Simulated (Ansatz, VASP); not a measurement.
# One calculation of LiF, two programs

```
Li F
1.0
     0.00000    1.84406    1.84406
     1.84406    0.00000    1.84406
     1.84406    1.84406    0.00000
Li F
1 1
Direct
  0.00000 0.00000 0.00000
  0.50000 0.50000 0.50000
```

Alike in both runs: functional LDA; k mesh 10 × 10 × 10; no spin polarisation.

Ansatz relaxed the structure, and its values are those at the end. VASP's run is a single point on that final structure, the one shown.

|  | VASP | Ansatz |
| --- | --- | --- |
| version | VASP 6.6.1 | Ansatz 0.2.0 |
| potentials or method | VASP PAW LDA potentials, release 64 (Li_sv, F) | scalar-relativistic, plane waves, PAW |
| plane-wave cutoff (eV) | 520 | 420 |
| occupations | gaussian, width 0.01 eV | fixed |
| valence electrons in the cell | 10 | 10 |

|  | VASP | Ansatz | Ansatz less VASP |
| --- | --- | --- | --- |
| gap on the k mesh at the Fermi level (eV) | 11.66 | 11.67 | +0.011 |
| least direct gap on the mesh (eV) | 11.66 | 11.67 | +0.011 |

 A k mesh can miss the band edges.
